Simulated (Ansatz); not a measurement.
Here is an Ansatz 0.2.0 calculation.

Contents of input.yaml:

```yaml
crystal:
  lattice:
    - [0.0, 2.9305, 2.9305]
    - [2.9305, 0.0, 2.9305]
    - [2.9305, 2.9305, 0.0]
  atoms:
    - { symbol: In, position: [0.0, 0.0, 0.0] }
    - { symbol: P, position: [0.75, 0.75, 0.75] }
kpoints:
  mp_grid: { grid: [8, 8, 8] }
scf:
  occupations: { method: fixed }
hamiltonian:
  xc: pbe
  pseudopotentials: { kind: all_electron, datasets: crystal }
output: {}
dielectric: {}
```

Potentials or basis: all-electron PAW datasets made for the crystal.

Command:

```sh
$ ansatz run input.yaml --threads 1 --pin off --max-ram 3072MiB --backend cpu --events-out ev --progress --plain --runs-dir out
```

**Question.** Estimate the band gap on the k mesh.

**Answer.** 0.71 eV, direct.

Caveat: the program warned that the printed levels may be off, so bands, gaps and densities of states are rough; spin-orbit coupling is left out, which moves the levels of the heavy elements.

**What was measured.**

From a printed reference work, data compilation, for a bulk crystal of InP at 1.6 K: band gap 1.4236 eV (direct).

Against the measured gap of InP, 1.4236 eV (direct; 1.6 K; a printed reference work, data compilation), the calculated 0.71 eV is off by -0.71 eV. Spin-orbit coupling on In is left out. The value is that of PBE, without temperature or zero-point motion. Semilocal functionals fall short of measured gaps as a rule.
